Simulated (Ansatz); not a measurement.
MnSb, 2 atoms in the cell. It takes space group Fm-3m (No. 225, cubic). The conventional cell has a = 5.590 Å, b = 5.590 Å, c = 5.590 Å, α = 90.00°, β = 90.00°, γ = 90.00°. Sb (site symmetry m-3m) is surrounded by 6 Mn at 2.80 Å. Around Mn (site symmetry m-3m) lie 6 Sb at 2.80 Å. The cell comes from a database or a generator and needn't be the stable form of this composition.

* Program: Ansatz 0.2.0
* Task: single point
* Functional: PBE
* Potentials or basis: Ansatz PAW
* Cutoff: 420 eV (not typed: the program's choice for these potentials)
* k mesh: 8 × 8 × 8
* Occupations: fermi-dirac, width 0.05 eV
* Spin: collinear spin, random start
* Starting moments: [0.0, 3.15] μB

Potentials or basis: Ansatz PAW.

The run is started by

```bash
$ ansatz run input.yaml --threads 2 --pin off --max-ram 5632MiB --backend cpu --events-out ev --progress --plain --runs-dir out
```

Hardware: 2 threads of Arm Neoverse V2, on a shared host.

**Question.** Estimate the wall time of this run.

**Answer.** It took 2.3 s on 2 threads of Arm Neoverse V2, with other jobs on the host, peak memory 0.34 GiB. Counts: scf iterations 11, plane waves 869, k points 29, bands 21.
